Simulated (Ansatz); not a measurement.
# TaSi2 (P6_422) in Ansatz: notebook

Runs on TaSi2. Level: PBE. Tasks: density of states, electric field gradients.

Everything below comes from runs of Ansatz 0.2.0. Logs are shortened: lines on timing, memory, paths and dates and some standing lists are left out, and cuts for length are marked.

## (1) The structure

Symmetry: P6_422, No. 181, hexagonal system. The conventional cell has a = 4.784 Å, b = 4.784 Å, c = 6.570 Å, α = 90.00°, β = 90.00°, γ = 120.00°. Around Ta (site symmetry 222) lie 10 Si at 2.61 to 2.83 Å. Si (site symmetry 2) has 5 Si at 2.56 to 2.83 Å and 5 Ta at 2.61 to 2.83 Å as nearest neighbours.

## (2) Density of states, PBE

File input.yaml:

```yaml
crystal:
  lattice:
    - [4.7839, 0.0, 0.0]
    - [-2.39195, 4.1429789292, 0.0]
    - [0.0, 0.0, 6.57]
  atoms:
    - { symbol: Ta, position: [0.0, 0.5, 0.3333333333] }
    - { symbol: Ta, position: [0.5, 0.5, 0.6666666667] }
    - { symbol: Ta, position: [0.5, 0.0, 0.0] }
    - { symbol: Si, position: [0.31794, 0.15897, 0.3333333333] }
    - { symbol: Si, position: [0.15897, 0.84103, 0.6666666667] }
    - { symbol: Si, position: [0.84103, 0.68206, 0.0] }
    - { symbol: Si, position: [0.68206, 0.84103, 0.3333333333] }
    - { symbol: Si, position: [0.84103, 0.15897, 0.6666666667] }
    - { symbol: Si, position: [0.15897, 0.31794, 0.0] }
kpoints:
  mp_grid: { grid: [7, 7, 4] }
scf:
  occupations: { method: fermi_dirac, width: 0.05 }
hamiltonian:
  xc: pbe
  pseudopotentials: { kind: all_electron, datasets: crystal }
output:
  forces: true
  stress: true
  eigenvalues: true
  dos: { projected: false, de: 0.1, e_range: [-14, 8] }
```

Potentials or basis: all-electron PAW datasets made for the crystal.

Command:

```console
> ansatz run input.yaml --threads 8 --pin off --max-ram 24576MiB --backend cpu --events-out ev --progress --plain --runs-dir out
```

Output:

```text
Warning: RAYON_NUM_THREADS=8 ignored (pool sized by the plan → 8); use --threads N
hamiltonian.pseudopotentials.datasets: crystal makes datasets for this crystal and solves the spheres of its atoms anew in each pass: cutoff 240.0 eV, the density's 960.0 eV; for an error of 0.50 meV an atom under PBE, 4.5 meV for the cell; an energy difference from a run of another recipe may be off by several times the error for the cell, under r2SCAN by more, where some 0.1 meV an atom stays at smaller errors; Si in spheres of 1.228 Å, 4 of its electrons in bands; Ta in spheres of 1.376 Å, 13 of its electrons in bands, 14 on its site; only band paths and densities of states list, in semicore columns, the levels of the semicore shells that are solved separately: 4f of Ta
Engine: ansatz 0.2.0, x86_64-unknown-linux-gnu
Pseudopotentials: kind: all_electron
Pseudopotential: Ta, paw, valence charge 27, recommended cutoff 240 eV (normal), crystal/all_electron/pbe/scalar/gaussian/Ta, Koelling and Harmon's equation, gaussian nucleus
Pseudopotential: Si, paw, valence charge 4, recommended cutoff 240 eV (normal), crystal/all_electron/pbe/scalar/gaussian/Si, Koelling and Harmon's equation, gaussian nucleus
Functional definition: PBE
  parameter kappa = 0.804
  parameter beta = 0.06672455060314922
  exchange = pbe_x(kappa = kappa, mu = beta*pi^2/3)
  correlation = pbe_c(beta = beta)
Crystal: 9 atoms, lattice volume = 130.215 Å³
Basis set: ecut = 240 eV, 1109 PW (Γ), exchange–correlation on 50×50×72 points (8 copies of the dense FFT grid, shifted against one another)
Bands: 41, of which v1, the nominal top of the filled ones, is band 32 counted from 1 (31 counted from 0)
Symmetry: 12 space group operations
Space group: P6422 (ITA 181), of the structure as read, at distance tolerance 5.1e-5 Å
k-points: 24 of 196 (time reversal used)
Non-local potential: Ta, projectors of the file, l = 0: 2, l = 1: 2, l = 2: 2
Non-local potential: Si, projectors of the file, l = 0: 1, l = 1: 1
PAW form: soft (Blöchl's): semilocal exchange-correlation on the pseudo side does not see the compensation charge
PAW one-centre angular grid: Ta, 590 points (default); XC on its mesh's 1823 points in the sphere
PAW one-centre angular grid: Si, 110 points (default); XC on its mesh's 1963 points in the sphere
Initial density: superposition of atomic densities (neutral atoms: chi_scale 0, normalization atom)
Initial wavefunctions: pseudopotential atomic-orbital guess
Functional: x = pbe(κ = 0.804, μ = 0.2195149727645171), c = pbe(β = 0.06672455060314922)
iter 1 solved again at ethr=1.42e-2 eV; its pass at ethr=1.00e-1 eV (dr2=8.93e0 eV) is discarded
SCF iter   1: F=—  HF=-1321067.601059 eV  |F-HF|=—  |Δ(HF+E_count)|=         —  Δρ=6.86e-2  dr2=9.79e0  ethr=1.42e-2  ⟨swp⟩=3.5  Hψ=5486  notcnv=0
preconditioner: auto → Kerker (q_TF=auto, 2.417 Å⁻¹)  [metal: Δε(μ)=0.028 eV  Ē_g=7.703 eV  σ=0.050 eV  W_gap=0.14  n_scr=22 (ndim 8)  ℏωp=20.3 eV  f_vac=0.006  D(μ)=3.63/eV (n_scr^D=22)]
SCF iter   2: F=—  HF=-1321065.781890 eV  |F-HF|=—  |Δ(HF+E_count)|=    1.82e0  Δρ=3.81e-2  dr2=2.72e0  ethr=1.42e-2  ⟨swp⟩=2.5  Hψ=1985  notcnv=0
iter 3 solved again at ethr=3.35e-4 eV; its pass at ethr=4.32e-3 eV (dr2=2.11e-1 eV) is discarded
SCF iter   3: F=—  HF=-1321065.214599 eV  |F-HF|=—  |Δ(HF+E_count)|=   5.67e-1  Δρ=1.11e-2  dr2=2.58e-1  ethr=3.35e-4  ⟨swp⟩=4.7  Hψ=5201  notcnv=0  defer=1
eigensolver tolerance schedule calibrated: the retry pair's looser diagonalisation under-reported the residual by θ = 0.18 (0.16/decade); ethr = c·dr2/N_el runs at the constant in force after the calibration composes with the one it found (an armed cap, an earlier calibration), c = 3.8e-2
SCF iter   4: F=—  HF=-1321065.255178 eV  |F-HF|=—  |Δ(HF+E_count)|=   4.06e-2  Δρ=4.34e-3  dr2=3.05e-2  ethr=1.54e-4  ⟨swp⟩=3.7  Hψ=2516  notcnv=0  defer=1
SCF iter   5: F=—  HF=-1321065.245982 eV  |F-HF|=—  |Δ(HF+E_count)|=   9.20e-3  Δρ=1.91e-3  dr2=6.38e-3  ethr=1.82e-5  ⟨swp⟩=3.9  Hψ=2907  notcnv=0
SCF iter   6: F=—  HF=-1321065.245746 eV  |F-HF|=—  |Δ(HF+E_count)|=   2.36e-4  Δρ=6.70e-4  dr2=6.14e-4  ethr=3.81e-6  ⟨swp⟩=3.1  Hψ=2236  notcnv=0  defer=1
SCF iter   7: F=—  HF=-1321065.245578 eV  |F-HF|=—  |Δ(HF+E_count)|=   1.68e-4  Δρ=2.50e-4  dr2=6.69e-5  ethr=3.66e-7  ⟨swp⟩=3.3  Hψ=2433  notcnv=0
SCF iter   8: F=—  HF=-1321065.245550 eV  |F-HF|=—  |Δ(HF+E_count)|=   2.72e-5  Δρ=9.07e-5  dr2=1.18e-5  ethr=3.99e-8  ⟨swp⟩=2.3  Hψ=1774  notcnv=0  defer=2
SCF iter   9: F=—  HF=-1321065.245546 eV  |F-HF|=—  |Δ(HF+E_count)|=   4.10e-6  Δρ=1.47e-5  dr2=3.65e-7  ethr=7.03e-9  ⟨swp⟩=3.4  Hψ=2152  notcnv=0
SCF iter  10: F=-1321065.245546 eV  HF=-1321065.245546 eV  |F-HF|=6.75e-9  |Δ(HF+E_count)|=   1.01e-7  Δρ=2.26e-6  dr2=8.70e-9  ethr=2.18e-10  ⟨swp⟩=4.0  Hψ=2633  notcnv=0
SCF 1 converged in 10 iterations: F = -1321065.245547 eV  dr2 = 8.70e-9
  Residual-converged pass: ⟨swp⟩=3.9  Hψ=2004  notcnv=0  max |occ|·‖R‖ = 6.6e-6 eV (tolerance 6.7e-6 eV)  dr2=1.29e-8  dr2_onsite=4.26e-9  max |Δocc| = 3.4e-9
SCF converged after 10 iterations
Free energy (F): -1321065.245547 eV
Harris-Foulkes:  -1321065.245547 eV  (|F-HF|=6.75e-9)
Internal energy: -1321065.219362 eV  (E = F + TS)
E sigma→0 (E₀):  -1321065.232454 eV
Entropy (-TS):   -0.026185 eV (-2.909 meV/atom)
Past the cutoff: the bands carry plane waves up to 1.75 times it, of which those up to 1.5 times it add -0.000195 eV an atom, each by itself; the spheres take 0.000102 eV an atom off the energy for waves past 1.75 times it
By the cutoff:   a pressure is off by up to 0.005 GPa (1.2 times the spheres' own share and the shells' term, over an atom's volume, and 0.004 GPa: a bound that held against runs at twice the plane waves)
Past the cutoffs: a stress includes 0.0010 GPa for waves and charges beyond them, in addition to the slope of what the spheres take
In the spheres:  the bands' charges fall short by 5.8e-7 e at most (sound up to 1e-3), those of shells solved beside the bands by 5.1e-8 e (sound up to 5e-4)
Fermi energy:    18.888086 eV
--- Per-component energies (eV) ---
  E_band       = -23.157580
  E_kinetic    = 817.412044
  E_local      = -17103.343077  (includes V_loc(G=0)·N_el)
  E_nonlocal   = 306.269896
  E_hartree    = 8702.431590
  E_xc         = -496.528958
  E_vxc        = -617.020757  (∫ρ·V_xc dr)
  E_paw        = -1346432.011695  (= ΣΔE_a)
  E_vpaw       = -49015.754108  (= ΣTr[D̂ρ^β])
  E_ewald      = -15043.878506
  E_smearing   = -0.026185  (= −TS)
  E_closure    = 48184.429344  (closes the sum)
  Σ components = -1321065.245547   (vs F -1321065.245547, Δ=0.00e0)
  The terms above E_closure are by the made datasets' own strengths, without shells solved beside the bands.
--- Forces (eV/Å), atoms counted from 1 ---
  atom   1  Ta     0.00000000     0.00000000    -0.00000000
  atom   2  Ta     0.00000000    -0.00000000     0.00000000
  atom   3  Ta    -0.00000000     0.00000000     0.00000000
  atom   4  Si     0.02761106     0.01594125    -0.00000000
  atom   5  Si     0.02761106    -0.01594125     0.00000000
  atom   6  Si    -0.00000000    -0.03188250    -0.00000000
  atom   7  Si    -0.02761106    -0.01594125     0.00000000
  atom   8  Si    -0.02761106     0.01594125    -0.00000000
  atom   9  Si    -0.00000000     0.03188250     0.00000000
  max |Σ_I F_I| component: 2.89e-17 eV/Å
--- Stress (GPa, compression-positive) ---
        1.990466      -0.000000      -0.000000
       -0.000000       1.990466       0.000000
       -0.000000       0.000000       3.161662
  P = ⅓ Tr σ = 2.3809 GPa (23.809 kbar)
  It holds what live shells' own plane waves past their cutoff add
--- Band table (eV; the first three rows and the last of 24) ---
  k-point 0: bands = ["-48.7737", "-48.7584", "-48.7584", "-15.4567", "-15.4540", "-15.4540", "-15.3938", "-15.3938", "-15.2961", "-15.2918", "-15.2865", "-15.2865", "5.5133", "8.8339", "8.8339", "12.3444", "12.9404", "12.9404", "13.0594", "13.0594", "14.0896", "15.0457", "15.0457", "15.4187", "16.3510", "16.3510", "16.3970", "16.3970", "16.4544", "16.7101", "16.7101", "17.4108", "19.6352", "21.8775", "21.8775", "22.3281", "22.4389"]
  k-point 1: bands = ["-48.7724", "-48.7635", "-48.7548", "-15.4893", "-15.4465", "-15.4031", "-15.3995", "-15.3974", "-15.3077", "-15.3075", "-15.3001", "-15.2622", "5.7575", "7.5405", "10.1172", "12.5495", "12.5644", "13.0036", "13.4227", "13.4438", "13.9584", "14.0224", "14.4627", "14.8238", "16.1443", "16.4108", "16.6353", "16.6632", "16.7244", "16.8692", "17.3075", "17.9381", "20.3334", "21.1998", "21.6403", "22.1813", "22.3092"]
  k-point 2: bands = ["-48.7686", "-48.7686", "-48.7534", "-15.5019", "-15.4209", "-15.4209", "-15.4025", "-15.3491", "-15.3491", "-15.3084", "-15.3084", "-15.2523", "6.4623", "6.4623", "10.9118", "12.4260", "12.5941", "13.0450", "13.0450", "13.8124", "13.8124", "14.0150", "14.0150", "14.6959", "16.1027", "16.2235", "16.2235", "16.6684", "16.8668", "17.1114", "17.1114", "20.0332", "20.0332", "21.4946", "21.4946", "22.3360", "22.3837"]
  k-point 23: bands = ["-48.7685", "-48.7624", "-48.7596", "-15.4981", "-15.4710", "-15.4703", "-15.3814", "-15.3612", "-15.3231", "-15.2864", "-15.2847", "-15.2625", "8.2377", "8.2696", "9.1088", "9.9324", "10.0701", "11.1709", "13.5565", "13.6429", "14.4192", "14.6253", "16.0117", "16.0818", "16.2556", "16.3389", "16.3517", "16.4677", "17.7773", "18.3667", "18.3965", "18.9145", "19.9712", "20.5746", "20.6512", "21.1648", "21.1872"]
```

Wall time 30 s (8 threads of Intel Xeon at 2.50GHz (Skylake/Cascade Lake), shared host); peak memory 1.7 GiB.

Results:

```
Free energy            : -1321065.2455 eV
Pressure               : 2.4 GPa
Largest force          : 0.032 eV/Å
Band gap on the k mesh : none (metal or under the smearing width)
```

Forces on the atoms (eV/Å):
```
Ta   0.000  0.000  0.000
Ta   0.000  0.000  0.000
Ta   0.000  0.000  0.000
Si   0.028  0.016  0.000
Si   0.028 -0.016  0.000
Si   0.000 -0.032  0.000
Si  -0.028 -0.016  0.000
Si  -0.028  0.016  0.000
Si   0.000  0.032  0.000
```

Stress tensor (GPa, compression positive):
```
1.99 0.00 0.00
0.00 1.99 0.00
0.00 0.00 3.16
```

Levels at points of the mesh, in eV from the Fermi level:
```csv
k point,band 28,band 29,band 30,band 31,band 32,band 33,band 34,band 35,band 36,band 37
"(0.00, 0.00, 0.00)",-2.49,-2.43,-2.18,-2.18,-1.48,0.75,2.99,2.99,3.44,3.55
"(0.00, 0.00, -0.50)",-2.22,-2.02,-1.78,-1.78,1.15,1.15,2.61,2.61,3.45,3.50
```

States per cell in windows of 1 eV (zero at the Fermi level; states under -8 eV left out):
| from (eV) | total |
| --- | --- |
| -8.0 | 2.40 |
| -7.0 | 1.96 |
| -6.0 | 3.51 |
| -5.0 | 3.28 |
| -4.0 | 3.78 |
| -3.0 | 9.00 |
| -2.0 | 4.78 |
| -1.0 | 2.23 |
| 0.0 | 2.41 |
| 1.0 | 3.18 |
| 2.0 | 6.30 |
| 3.0 | 6.27 |
| 4.0 | 0.91 |
| 5.0 | 0.00 |
| 6.0 | 0.00 |
| 7.0 | 0.00 |

Caveat: the program warned that the printed levels may be off, so bands, gaps and densities of states are rough; the density of states is complete only up to the lowest level of the last band computed.

(Part 1 of 2 ends here.)
